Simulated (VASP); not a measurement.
# SnTe (F-43m) in VASP: evGW0 quasiparticle levels with PBEsol

Aim: the evGW0 quasiparticle levels of SnTe with PBEsol.

All numbers are computed with VASP 6.6.1; they aren't measurements. Logs are shortened: lines on timing, memory, paths and dates and some standing lists are left out, and cuts for length are marked.

## 1. The crystal as given

It takes space group F-43m (No. 216, cubic). Conventional cell: a = 7.222 Å, b = 7.222 Å, c = 7.222 Å, α = 90.00°, β = 90.00°, γ = 90.00°. Te (site symmetry -43m) has 4 Sn at 3.13 Å as nearest neighbours. Sn (site symmetry -43m) is surrounded by 4 Te at 3.13 Å.

Measurements of this composition are mostly on another form, of space group No. 225.

## 2. EvGW0 quasiparticle levels, PBEsol

POSCAR

```
SnTe
1.0
    0.0000000000      3.6111460000      3.6111460000
    3.6111460000      0.0000000000      3.6111460000
    3.6111460000      3.6111460000      0.0000000000
Te Sn
1 1
Direct
    0.2500000000      0.2500000000      0.2500000000
    0.0000000000      0.0000000000      0.0000000000
```

INCAR.step1

```
ALGO = Normal
EDIFF = 1E-8
ENCUT = 500
GGA = PS
ISMEAR = 0
KPAR = 4
LASPH = True
LCHARG = False
LREAL = False
LWAVE = True
NELM = 60
PREC = Accurate
SIGMA = 0.01
```

INCAR.step2

```
ALGO = Exact
EDIFF = 1E-8
ENCUT = 500
GGA = PS
ISMEAR = 0
ISTART = 1
KPAR = 4
LASPH = True
LCHARG = False
LOPTICS = True
LREAL = False
LWAVE = True
NBANDS = 291
NELM = 1
PREC = Accurate
SIGMA = 0.01
```

INCAR.step3

```
ALGO = EVGW0
EDIFF = 1E-8
ENCUT = 500
ENCUTGW = 120
GGA = PS
ISMEAR = 0
ISTART = 1
KPAR = 4
LASPH = True
LCHARG = False
LREAL = False
LWAVE = False
NBANDS = 291
NBANDSGW = 18
NELMGW = 4
NOMEGA = 50
PREC = Accurate
PRECFOCK = Fast
SIGMA = 0.01
```

KPOINTS

```
k-points
0
Gamma
  4 4 4
```

Potentials or basis: VASP PAW PBE potentials, release 64 (Te_GW, Sn_d_GW).

Run with:

```bash
$ cat potpaw_PBE.64/Te_GW/POTCAR potpaw_PBE.64/Sn_d_GW/POTCAR > POTCAR
$ cp INCAR.step1 INCAR
$ mpirun -np 4 vasp_std > vasp.out
$ cp INCAR.step2 INCAR
$ mpirun -np 4 vasp_std > vasp.out
$ cp INCAR.step3 INCAR
$ mpirun -np 4 vasp_std > vasp.out
```

OUTCAR:

```text
EDIFF = 1E-8
   ENCUT = 500
   ENCUTGW = 120
   GGA = PS
   ISMEAR = 0
   ISTART = 1
   LASPH = True
   LREAL = False
   NELMGW = 4
   PREC = Accurate
   PRECFOCK = Fast

 ion  position               nearest neighbor table
   1  0.250  0.250  0.250-   2 3.13   2 3.13   2 3.13   2 3.13
   2  0.000  0.000  0.000-   1 3.13   1 3.13   1 3.13   1 3.13

  LATTYP: Found a face centered cubic cell.
 ALAT       =     7.2222920000

  Lattice vectors:

 A1 = (   0.0000000000,   3.6111460000,   3.6111460000)
 A2 = (   3.6111460000,   0.0000000000,   3.6111460000)
 A3 = (   3.6111460000,   3.6111460000,   0.0000000000)

Analysis of symmetry for initial positions (statically):
=====================================================================
 Subroutine PRICEL returns:
 Original cell was already a primitive cell.

 Routine SETGRP: Setting up the symmetry group for a
 face centered cubic supercell.

 Subroutine GETGRP returns: Found 24 space group operations
 (whereof 24 operations were pure point group operations)
 out of a pool of 48 trial point group operations.

The static configuration has the point symmetry T_d .

Analysis of symmetry for dynamics (positions and initial velocities):
=====================================================================
 Subroutine PRICEL returns:
 Original cell was already a primitive cell.

 Routine SETGRP: Setting up the symmetry group for a
 face centered cubic supercell.

 Subroutine GETGRP returns: Found 24 space group operations
 (whereof 24 operations were pure point group operations)
 out of a pool of 48 trial point group operations.

The dynamic configuration has the point symmetry T_d .

 Subroutine INISYM returns: Found 24 space group operations
 (whereof 24 operations are pure point group operations),
 and found     1 'primitive' translations

----------------------------------------------------------------------------------------

                                     Primitive cell

  volume of cell :      94.1814

  direct lattice vectors                    reciprocal lattice vectors
     0.000000000  3.611146000  3.611146000    -0.138460201  0.138460201  0.138460201
     3.611146000  0.000000000  3.611146000     0.138460201 -0.138460201  0.138460201
     3.611146000  3.611146000  0.000000000     0.138460201  0.138460201 -0.138460201

  length of vectors
     5.106931649  5.106931649  5.106931649     0.239820102  0.239820102  0.239820102

  position of ions in fractional coordinates (direct lattice)
     0.250000000  0.250000000  0.250000000
     0.000000000  0.000000000  0.000000000

  ion indices of the primitive-cell ions
   primitive index   ion index
                 1           1
                 2           2

----------------------------------------------------------------------------------------

 KPOINTS: k-points

Automatic generation of k-mesh.
 Grid dimensions read from file:
 generate k-points for:    4    4    4

 Generating k-lattice:

  Cartesian coordinates                     Fractional coordinates (reciprocal lattice)
    -0.034615050  0.034615050  0.034615050     0.250000000  0.000000000  0.000000000
     0.034615050 -0.034615050  0.034615050     0.000000000  0.250000000  0.000000000
     0.034615050  0.034615050 -0.034615050     0.000000000  0.000000000  0.250000000

  Length of vectors
     0.059955026  0.059955026  0.059955026

  Shift w.r.t. Gamma in fractional coordinates (k-lattice)
     0.000000000  0.000000000  0.000000000

 Subroutine IBZKPT returns following result:
 ===========================================

 Found      8 irreducible k-points:

 Following reciprocal coordinates:
            Coordinates               Weight
  0.000000  0.000000  0.000000      1.000000
  0.250000  0.000000  0.000000      8.000000
  0.500000  0.000000  0.000000      4.000000
  0.250000  0.250000  0.000000      6.000000
  0.500000  0.250000  0.000000     24.000000
 -0.250000  0.250000  0.000000     12.000000
  0.500000  0.500000  0.000000      3.000000
 -0.250000  0.500000  0.250000      6.000000
   k-points           NKPTS =      8   k-points in BZ     NKDIM =     64   number of bands    NBANDS=    291
   number of dos      NEDOS =    301   number of ions     NIONS =      2
   total plane-waves  NPLWV =  64000
   dimension x,y,z NGX =    40 NGY =   40 NGZ =   40
   dimension x,y,z NGXF=    80 NGYF=   80 NGZF=   80
   ions per type =               1   1
   NGX,Y,Z   is equivalent  to a cutoff of  13.02, 13.02, 13.02 a.u.
   NGXF,Y,Z  is equivalent  to a cutoff of  26.04, 26.04, 26.04 a.u.
 SYSTEM =  unknown system
   PREC   = accura    normal or accurate (medium, high low for compatibility)
   ISTART =      1    job   : 0-new  1-cont  2-samecut
   ICHARG =      0    charge: 1-file 2-atom 10-const
   ISPIN  =      1    spin polarized calculation?
   LNONCOLLINEAR =      F non collinear calculations
   LSORBIT =      F    spin-orbit coupling
   LASPH  =      T    aspherical Exc in radial PAW
   ENCUT  =  500.0 eV  36.75 Ry    6.06 a.u.   9.31  9.31  9.31*2*pi/ulx,y,z
   NELM   =     60;   NELMIN=  2; NELMDL=  0     # of ELM steps
   EDIFF  = 0.1E-07   stopping-criterion for ELM
   LREAL  =      F    real-space projection
   EDIFFG = 0.1E-06   stopping-criterion for IOM
   NSW    =      0    number of steps for IOM
   IBRION =     -1    ionic relax: 0-MD 1-quasi-New 2-CG
   NFREE  =      0    steps in history (QN), initial steepest desc. (CG)
   ISIF   =      0    stress and relaxation
   ISYM   =      3    0-nonsym 1-usesym 2-fastsym
   POTIM  = 0.5000    time-step for ionic-motion
   TEBEG  =    0.0;   TEEND  =   0.0 temperature during run
   PSTRESS=    0.0 pullay stress
   NELECT =      20.0000    total number of electrons
   NUPDOWN=      -1.0000    fix difference up-down
   EMIN   =  10.00;   EMAX   =-10.00  energy-range for DOS
   EFERMI =   0.00;   METHOD = LEGACY
   ISMEAR =     0;   SIGMA  =   0.01  broadening in eV -4-tet -1-fermi 0-gaus
   EFERMI_NEDOS =   21; number of points for ismear=-14 and -15
   IALGO  =     38    algorithm
   IMIX   =      4    mixing-type and parameters
     AMIX     =   0.40;   BMIX     =  1.00
     AMIX_MAG =   1.60;   BMIX_MAG =  1.00
  volume/ion in A,a.u.               =      47.09       317.78
  Fermi-wavevector in a.u.,A,eV,Ry     =   0.976704  1.845704 12.979296  0.953951
  Thomas-Fermi vector in A             =   2.107344
   LORBIT       =      0    0 simple, 1 ext, 2 COOP (PROOUT), +10 PAW based schemes
   GGA     = PS    functional components
   LHFCALC =     T    Hartree Fock is set to
   PRECFOCK=fast      Normal, Fast or Accurate (Low or Medium for compatibility)
   ENCUT4O =  -1.0   cutoff for four orbital integrals eV
   NKREDX  =     1    reduce k-point grid by
   NKREDY  =     1    reduce k-point grid by
   NKREDZ  =     1    reduce k-point grid by
   AEXX    =    1.0000 exact exchange contribution
   HFSCREEN=    0.0000 screening length (either q_TF or 0.3 A-1)
   HFSCREENC=   0.0000 screening length for correlation (either q_TF or 0.3 A-1)
   ENCUTFOCK=  -1.0 apply spherical cutoff to Coloumb kernel
   IVDW    =     0    specifies the selected vdW correction
   LEPSILON=     F    determine dielectric tensor
   LRPA    =     F    only Hartree local field effects (RPA)
   LRPAFORCE           =     F    calculate RPA forces
   ENCUTGW             = 120.0    cutoff for response function in eV
   ENCUTGWSOFT         =  96.0    soft cutoff for Coulomb kernel in GW response function in eV
   ENCUTLF             =  -1.0    cutoff for local field effects
   NELMGW              =     4    number of iterations in solving QP/BSE equation
   NELMHF              =     1    number of iterations in the inner HF iteration
   NKREDLFX            =     1    NKREDLFY  =   1   NKREDLFZ  =   1
 non-spin polarized calculation
 Gauss-broadening in eV      SIGMA  =   0.01
  energy-cutoff  :      500.00
  volume of cell :       94.18
 maximum number of plane-waves:      2421
 NGX is ok and might be reduce to    40
  NGX = 24; NGY = 24; NGZ = 24
   NGX = 19   NGY = 19   NGZ = 19
 maximum number of plane-waves:       290
 NGX is ok and might be reduce to    24

 QP shifts <psi_nk| G(iteration)W_0 |psi_nk>: iteration 1
 for sc-GW calculations column KS-energies equals QP-energies in previous step
 and V_xc(KS)=  KS-energies - (<T + V_ion + V_H > + <T+V_H+V_ion>^1  + <V_x>^1)

 k-point   1 :       0.0000    0.0000    0.0000
  band No.  KS-energies  QP-energies   sigma(KS)   V_xc(KS)     V^pw_x(r,r')   Z            occupation Imag(sigma)

      1     -19.3691     -21.5826     -21.0397     -17.4688     -27.0533       0.6199       2.0000       0.4704
      2     -19.3691     -21.5826     -21.0397     -17.4688     -27.0533       0.6199       2.0000       0.4704
      3     -19.3691     -21.5826     -21.0397     -17.4688     -27.0533       0.6199       2.0000       0.4704
      4     -19.3597     -21.5564     -21.0317     -17.4709     -27.0367       0.6169       2.0000       0.4431
      5     -19.3597     -21.5564     -21.0317     -17.4709     -27.0367       0.6169       2.0000       0.4431
      6      -9.2017      -9.2257     -10.9551     -10.9140     -16.9848       0.5816       2.0000       1.0141
[... 152 lines left out ...]
      5     -19.3597     -21.5660     -21.0332     -17.4709     -27.0377       0.6194       2.0000       0.4437
      6      -8.4406      -8.5447     -11.5089     -11.3387     -16.9797       0.6111       2.0000       0.8820
[... 10 lines left out ...]
     17      10.2407      10.3121      -7.9119      -8.0098      -3.0654       0.7300       0.0000      -0.4422
     18      12.9048      12.8985      -7.3170      -7.3084      -2.2516       0.7325       0.0000      -0.6544

 QP shifts <psi_nk| G(iteration)W_0 |psi_nk>: iteration 2

 k-point   1 :       0.0000    0.0000    0.0000
  band No. old QP-enery  QP-energies   sigma(KS)   T+V_ion+V_H  V^pw_x(r,r')   Z            occupation Imag(sigma)

      1     -21.5826     -22.4170     -21.0212      -1.9003     -27.0533       0.6232       2.0000       0.3656
      2     -21.5826     -22.4170     -21.0212      -1.9003     -27.0533       0.6232       2.0000       0.3656
      3     -21.5826     -22.4170     -21.0212      -1.9003     -27.0533       0.6232       2.0000       0.3656
      4     -21.5564     -22.4026     -21.0202      -1.8888     -27.0367       0.6256       2.0000       0.3381
      5     -21.5564     -22.4026     -21.0202      -1.8888     -27.0367       0.6256       2.0000       0.3381
      6      -9.2257      -9.2949     -11.0568       1.7123     -16.9848       0.5826       2.0000       0.9174
[... 152 lines left out ...]
      5     -21.5660     -22.4025     -21.0177      -1.8888     -27.0377       0.6241       2.0000       0.3385
      6      -8.5447      -8.6052     -11.5409       2.8980     -16.9797       0.6164       2.0000       0.8392
[... 10 lines left out ...]
     17      10.3121      10.3156      -7.9336      18.2505      -3.0654       0.7280       0.0000      -0.4491
     18      12.8985      12.8961      -7.3180      20.2132      -2.2516       0.7345       0.0000      -0.6522

 QP shifts <psi_nk| G(iteration)W_0 |psi_nk>: iteration 3

 k-point   1 :       0.0000    0.0000    0.0000
  band No. old QP-enery  QP-energies   sigma(KS)   T+V_ion+V_H  V^pw_x(r,r')   Z            occupation Imag(sigma)

      1     -22.4170     -22.7228     -21.0102      -1.9003     -27.0533       0.6195       2.0000       0.3234
      2     -22.4170     -22.7228     -21.0102      -1.9003     -27.0533       0.6195       2.0000       0.3234
      3     -22.4170     -22.7228     -21.0102      -1.9003     -27.0533       0.6195       2.0000       0.3234
      4     -22.4026     -22.7055     -21.0029      -1.8888     -27.0367       0.6193       2.0000       0.2956
      5     -22.4026     -22.7055     -21.0029      -1.8888     -27.0367       0.6193       2.0000       0.2956
      6      -9.2949      -9.3263     -11.0611       1.7123     -16.9848       0.5827       2.0000       0.9103
[... 152 lines left out ...]
      5     -22.4025     -22.7065     -21.0042      -1.8888     -27.0377       0.6198       2.0000       0.2957
      6      -8.6052      -8.6313     -11.5456       2.8980     -16.9797       0.6169       2.0000       0.8333
[... 10 lines left out ...]
     17      10.3156      10.3146      -7.9363      18.2505      -3.0654       0.7282       0.0000      -0.4501
     18      12.8961      12.8952      -7.3184      20.2132      -2.2516       0.7348       0.0000      -0.6524

 QP shifts <psi_nk| G(iteration)W_0 |psi_nk>: iteration 4

 k-point   1 :       0.0000    0.0000    0.0000
  band No. old QP-enery  QP-energies   sigma(KS)   T+V_ion+V_H  V^pw_x(r,r')   Z            occupation Imag(sigma)

      1     -22.7228     -22.8381     -21.0092      -1.9003     -27.0533       0.6177       2.0000       0.3069
      2     -22.7228     -22.8381     -21.0092      -1.9003     -27.0533       0.6177       2.0000       0.3069
      3     -22.7228     -22.8381     -21.0092      -1.9003     -27.0533       0.6177       2.0000       0.3069
      4     -22.7055     -22.8219     -21.0029      -1.8888     -27.0367       0.6251       2.0000       0.2786
      5     -22.7055     -22.8219     -21.0029      -1.8888     -27.0367       0.6251       2.0000       0.2786
      6      -9.3263      -9.3379     -11.0584       1.7123     -16.9848       0.5825       2.0000       0.9115
[... 151 lines left out ...]
      4     -22.7065     -22.8226     -21.0038      -1.8888     -27.0377       0.6239       2.0000       0.2787
      5     -22.7065     -22.8226     -21.0038      -1.8888     -27.0377       0.6239       2.0000       0.2787
      6      -8.6313      -8.6412     -11.5454       2.8980     -16.9797       0.6169       2.0000       0.8332
[... 10 lines left out ...]
     17      10.3146      10.3140      -7.9367      18.2505      -3.0654       0.7282       0.0000      -0.4503
     18      12.8952      12.8948      -7.3185      20.2132      -2.2516       0.7345       0.0000      -0.6527
```

Wall time 18 min (4 MPI ranks of Intel Xeon Platinum 8488C (Sapphire Rapids), shared host); peak memory 1.3 GiB.

Results:

```yaml
Band_gap_on_the_k_mesh_mean-field_level: 0.03 eV, indirect (least direct gap 0.76 eV)
Quasiparticle_gap: 0.37 eV
Least_direct_quasiparticle_gap: 1.18 eV
```

Quasiparticle gap after each update of the energies (eV): 0.33, 0.36, 0.37, 0.37

Caveat: bands, screening cutoff and mesh are small and nothing is extrapolated, so the quasiparticle values aren't converged; spin-orbit coupling is left out, which moves the levels of the heavy elements.
